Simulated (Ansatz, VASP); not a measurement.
## One calculation of Ti, two programs

```
Ti
1.0
     3.25551    0.00000    0.00000
     0.00000    3.25551    0.00000
     0.00000    0.00000   18.88326
Ti
4
Cartesian
  1.6278 1.6278 7.0000
  0.0000 0.0000 8.6278
  1.6278 1.6278 10.1677
  0.0000 0.0000 11.6798
```

Alike in both runs: functional PBE; k mesh 9 × 9 × 1; occupations gaussian, width 0.1 eV; no spin polarisation.

Ansatz relaxed the structure, and its values are those at the end. VASP's run is a single point on that final structure, the one shown.

```csv
,VASP,Ansatz
version,VASP 6.6.1,Ansatz 0.2.0
potentials or method,"VASP PAW PBE potentials, release 64 (Ti_sv)","scalar-relativistic, plane waves, PAW"
plane-wave cutoff (eV),520,420
valence electrons in the cell,48,48
```

VASP gave:

- gap on the k mesh at the Fermi level (eV): none
- rms of the force components (eV/Å): 0.231
- work function, face that differs most (eV): 3.27

Question: Estimate Ansatz's values.

Answer: gap on the k mesh at the Fermi level (eV): none; rms of the force components (eV/Å): 0.229; work function, face that differs most (eV): 3.27.

A gap of «none» marks a metal or a gap that the smearing closes.
